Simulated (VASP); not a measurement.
The system is TaC.

```
CELL_PARAMETERS angstrom
0.00000 2.23390 2.23390
2.23390 0.00000 2.23390
2.23390 2.23390 0.00000
ATOMIC_POSITIONS crystal
Ta 0.00000 0.00000 0.00000
C 0.50000 0.50000 0.50000
```

The cell is a database's computed one.

```yaml
Program: VASP 6.6.1
Task: relaxation of cell and atoms
Functional: PBEsol
Potentials_or_basis: VASP PAW PBE potentials, release 64 (Ta_pv, C)
Cutoff: 600 eV
k_mesh: 16 × 16 × 16
Occupations: gaussian, width 0.1 eV
Spin: no spin polarisation
```

At the start: pressure -5.6 GPa; volume 11.15 Å³/atom.

Problem. How do energy, volume and symmetry change on relaxing?

Solution. Over 4 steps the energy falls by 3.3 meV/atom and the volume is 10.96 Å³/atom (-1.7 %); space group Fm-3m (No. 225, to 0.05 Å).

The path:
| step | energy change (eV) | largest force (eV/Å) | pressure (GPa) | volume (Å³) |
| --- | --- | --- | --- | --- |
| 1 | 0.0000 | 0.0000 | -5.59 | 22.30 |
| 2 | 0.0324 | 0.0000 | 15.03 | 21.06 |
| 3 | -0.0066 | 0.0000 | -0.08 | 21.93 |
| 4 | -0.0066 | 0.0000 | 0.03 | 21.92 |

Final structure:
```
Ta C
1.0
     0.00000    2.22137    2.22137
     2.22137    0.00000    2.22137
     2.22137    2.22137    0.00000
Ta C
1 1
Direct
  0.00000 0.00000 0.00000
  0.50000 0.50000 0.50000
```

Caveat: the PAW data sets were made with another functional, which shifts forces and pressure a little.
